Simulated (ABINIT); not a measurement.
Crystal: Ti.

```
Ti
1.0
    -1.64100    1.64100    1.64100
     1.64100   -1.64100    1.64100
     1.64100    1.64100   -1.64100
Ti
1
Cartesian
  0.0000 0.0000 0.0000
```

This isn't the form of Ti at room conditions, which is hcp.

Base run:

```yaml
Program: ABINIT 10.8.3 (patched build)
Functional: r2SCAN
Potentials_or_basis: SG15 NC PBE v1.2
Cutoff: 1361 eV
k_mesh: 11 × 11 × 11
Occupations: fermi-dirac, width 0.05 eV
Spin: no spin polarisation
```

Its results: band gap on the k mesh none (metal or under the smearing width); pressure -2.5 GPa.

Task: The run is repeated on the same cell with these changes: potentials or basis from SG15 NC PBE v1.2 to JTH PAW LDA v2.0; cutoff from 1361 eV to 490 eV. What comes out?

Result: Band gap on the k mesh none (metal or under the smearing width); pressure -3.7 GPa.

Caveats: the potentials were made for another functional, which shifts forces and pressure (some runs); the PAW data sets were made with another functional, which shifts forces and pressure a little (some runs).
